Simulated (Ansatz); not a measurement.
Varying the input for LiF

All trials start from this Ansatz input:

```yaml
crystal:
  lattice:
    - [0.0, 2.0417135738, 2.0417135738]
    - [2.0417135738, 0.0, 2.0417135738]
    - [2.0417135738, 2.0417135738, 0.0]
  atoms:
    - { symbol: Li, position: [0.0, 0.0, 0.0] }
    - { symbol: F, position: [0.5, 0.5, 0.5] }
basis:
  ecutwfc: 420
kpoints:
  mp_grid: { grid: [10, 10, 10] }
hamiltonian:
  xc: pbe
scf:
  occupations: { method: gaussian, width: 0.1 }
output:
  forces: true
  stress: true
  eigenvalues: true
```

Command:

```bash
ansatz run input.yaml --threads 1 --pin off --max-ram 1331MiB --backend cpu --events-out ev --progress --plain --runs-dir out
```

The run converges in 7 SCF iterations on 47 irreducible k-points: pressure -0.75 GPa, gap on the sampled k-points 8.73 eV.

These settings were drawn at random to show what each does; none of the numbers is a converged property of the crystal. Each trial's input is given as a difference from the reference's; energies are extrapolated to zero smearing where there is one, and pressure is positive in compression. Charged cells sit in a uniform background, and their pressures hang on that convention.

Trial 1:

```diff
+total_charge: -0.5
 basis:
-  ecutwfc: 420
+  ecutwfc: 500
 kpoints:
-  mp_grid: { grid: [10, 10, 10] }
+  mp_grid: { grid: [2, 2, 2] }
+  band_path: { path: [[0, 0, 0], [0.5, 0, 0], [0.5, 0.5, 0.5]], npoints: 8 }
 hamiltonian:
-  xc: pbe
+  xc: r2scan
+  hubbard: { sites: [{ species: F, l: p, u_eff: 6.3 }] }
+  dispersion: none
```

What does the program give?

The run converges in 7 SCF iterations on 3 irreducible k-points: pressure -2.94 GPa (with the neutralising background of the charged cell), no gap. It warns that the count of filled bands differs between k-points. Under a U the state reached may not be the lowest.

Trial 2:

```diff
 basis:
-  ecutwfc: 420
+  ecutwfc: 500
 hamiltonian:
-  xc: pbe
+  xc: r2scan
 output:
-  eigenvalues: true
+  eigenvalues: false
```

What happens?

The run converges in 6 SCF iterations on 47 irreducible k-points: pressure -4.63 GPa.

Trial 3:

```diff
 crystal:
+  symmetry: { detect: false }
 basis:
-  ecutwfc: 420
+  ecutwfc: "32 Ry"
 kpoints:
-  mp_grid: { grid: [10, 10, 10] }
+  mp_grid: { grid: [2, 2, 2], shift: [0.25, 0.25, 0.25] }
 scf:
-  occupations: { method: gaussian, width: 0.1 }
+  occupations: { method: cold, width: 0.015 }
+  n_extra_bands: 8
+  mixing: { preconditioner: local_kerker }
+  max_iter: 74
 output:
+  dos: { projected: true }
```

What does the program give?

The run converges in 6 SCF iterations on 8 irreducible k-points: energy 72.1 meV per atom above the reference, pressure 1.49 GPa, gap on the sampled k-points 9.14 eV.

Trial 4 (volume scaled):

```diff
 crystal:
   lattice:
-    - [0.0, 2.0417135738, 2.0417135738]
-    - [2.0417135738, 0.0, 2.0417135738]
-    - [2.0417135738, 2.0417135738, 0.0]
+    - [0.0, 2.2509356639, 2.2509356639]
+    - [2.2509356639, 0.0, 2.2509356639]
+    - [2.2509356639, 2.2509356639, 0.0]
 kpoints:
-  mp_grid: { grid: [10, 10, 10] }
+  mp_grid: { grid: [8, 8, 8] }
 scf:
-  occupations: { method: gaussian, width: 0.1 }
+  occupations: { method: gaussian, width: 0.0058 }
+  mixing: { ndim: 4 }
+  max_iter: 97
 output:
+  optics: { e_range: [0, 10], sigma: 0.2 }
```

What happens?

The run converges in 6 SCF iterations on 29 irreducible k-points: energy 131 meV per atom above the reference, pressure -10.89 GPa, gap on the sampled k-points 6.67 eV.

Trial 5 (origin moved):

```diff
 crystal:
   atoms:
-    - { symbol: Li, position: [0.0, 0.0, 0.0] }
-    - { symbol: F, position: [0.5, 0.5, 0.5] }
+    - { symbol: Li, position: [0.823, 0.968, 0.518] }
+    - { symbol: F, position: [1.323, 1.468, 1.018] }
 basis:
-  ecutwfc: 420
+  ecutwfc: "38 Ry"
 kpoints:
-  mp_grid: { grid: [10, 10, 10] }
+  mp_grid: { grid: [2, 2, 2] }
+magnetization:
+  spin_polarized: true
+  initial_magnetization: 1.0
```

What happens?

The run converges in 12 SCF iterations on 3 irreducible k-points: energy 151 meV per atom above the reference, pressure 4.08 GPa, gap on the sampled k-points 8.58 eV, cell moment 0.00 μB. It warns that the starting moments were lost.

Trial 6 (atoms moved):

```diff
 crystal:
   atoms:
-    - { symbol: Li, position: [0.0, 0.0, 0.0] }
-    - { symbol: F, position: [0.5, 0.5, 0.5] }
+    - { symbol: Li, position: [0.0022886254, -0.0071930857, 0.0084373105] }
+    - { symbol: F, position: [0.5192486997, 0.4977713611, 0.4910829823] }
-basis:
-  ecutwfc: 420
+basis: {}
```

What does the program give?

The run converges in 7 SCF iterations on 504 irreducible k-points: energy 0.82 meV per atom above the reference, pressure -0.65 GPa, largest force 0.064 eV/Å, gap on the sampled k-points 8.73 eV.

Trial 7 (strained):

```diff
 crystal:
   lattice:
-    - [0.0, 2.0417135738, 2.0417135738]
-    - [2.0417135738, 0.0, 2.0417135738]
-    - [2.0417135738, 2.0417135738, 0.0]
+    - [-0.0304754046, 2.0150661179, 2.0141867041]
+    - [2.0339209471, -0.0278332735, 2.011544573]
+    - [2.0323939865, 2.0108970263, -0.026306313]
 hamiltonian:
-  xc: pbe
+  xc: revpbe
```

How does this run end?

The run converges in 6 SCF iterations on 504 irreducible k-points: pressure 3.69 GPa, gap on the sampled k-points 8.96 eV.